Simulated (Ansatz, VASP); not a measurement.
**One calculation of C, two programs**

Contents of INCAR:

```
PREC     = Accurate       # precision mode
ENCUT    = 520            # plane-wave cutoff, eV
EDIFF    = 1E-6           # SCF threshold, eV
ISMEAR   = 0              # smearing method
SIGMA    = 0.1            # smearing width, eV
LREAL    = F              # projectors in reciprocal space
LASPH    = T              # aspherical terms in the spheres
NELM     = 150            # most SCF steps
ALGO     = Normal         # electronic algorithm
ISIF     = 2              # what is computed and relaxed
LWAVE    = F              # write WAVECAR
LCHARG   = F              # write CHGCAR
ISPIN    = 2              # spin polarisation
MAGMOM   = 1              # initial moments
LORBIT   = 11             # projections on sites
GGA      = PE             # functional
NBANDS   = 12             # bands
```

File KPOINTS:

```
regular mesh
0
Gamma
  10 10 10
```

The input POSCAR:

```
C
1.0
    1.8007447438      0.0000000000      0.0000000000
    0.0000000000      1.8007447438      0.0000000000
    0.0000000000      0.0000000000      1.7235915581
C
1
Direct
    0.5000000000      0.5000000000      0.0000000000
```

Input for Ansatz:

```yaml
crystal:
  lattice:
    - [1.8007447438, 0.0, 0.0]
    - [0.0, 1.8007447438, 0.0]
    - [0.0, 0.0, 1.7235915581]
  atoms:
    - { symbol: C, position: [0.5, 0.5, 0.0], spin: 1.0 }
basis:
  ecutwfc: 420
kpoints:
  mp_grid: { grid: [10, 10, 10] }
hamiltonian:
  xc: pbe
scf:
  occupations: { method: gaussian, width: 0.1 }
  lower_state_search: "off"
output:
  forces: true
  stress: true
  eigenvalues: true
  populations: true
magnetization:
  spin_polarized: true
```

Alike in both runs: task single point; functional PBE; k mesh 10 × 10 × 10; occupations gaussian, width 0.1 eV; collinear spin.

|  | VASP | Ansatz |
| --- | --- | --- |
| version | VASP 6.6.1 | Ansatz 0.2.0 |
| potentials or method | VASP PAW PBE potentials, release 64 (C) | scalar-relativistic, plane waves, PAW |
| plane-wave cutoff (eV) | 520 | 420 |
| valence electrons in the cell | 4 | 4 |

```tsv
	VASP	Ansatz	Ansatz less VASP
gap on the k mesh at the Fermi level (eV)	none	none	-
pressure (GPa)	0.2	0.0	-0.16
net moment per atom (μB)	0.00	0.00	0.000
```

A gap of «none» marks a metal or a gap that the smearing closes. Ansatz warned: «seeded_moment_not_kept».

Caveats: the k mesh is coarse (spacing up to 0.36 Å⁻¹), so the values aren't converged.
